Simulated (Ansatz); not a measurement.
# ZnO: the gap under strain

ZnO, P6_3mc, a = 3.279 Å, c = 5.293 Å. Ansatz: PBE, PAW, 420 eV, Γ-centred 12×12×6 mesh on 4 atoms, Gaussian smearing 0.02 eV; no spin polarisation. Series: uniaxial strain along c, with a, b and atoms relaxed; x is the strain in per cent. The gap is sought over the whole zone.

```
x (%) gap y (eV)
 -6.0           ?
 -4.0       0.819
 -2.0       0.785
  0.0       0.744
  2.0       0.694
  4.0       0.633
  6.0       0.560
```

Problem. Fit y = E0 + c1 x + c2 x² to the other rows, give the deformation potential for this strain, and predict the missing gap.

Solution. Least squares on the rows shown. y = 0.7447 − 0.02327 x − 0.001228 x². The deformation potential is 100 c1 = -2.33 eV per unit strain. At x = -6.0 the fit asked for gives 0.840 eV. The run gave 0.849 eV, so the fit is 0.009 eV too low, 3.1 % of the span of the series, against an rms of 0.0009 eV on the fitted rows. The row lies outside the fitted range. With a term in x³ added, a fit to the same known rows predicts 0.847 eV, so most of the miss is curvature that the known rows already hold.

Semilocal functionals give gaps under the measured ones; where shallow d states of Zn, Cd, Cu or Ag mix into an O valence top, changes of the gap are off too.

Cost: 7 runs of about 14 core-minutes in all, on Arm Neoverse V1 (shared hosts).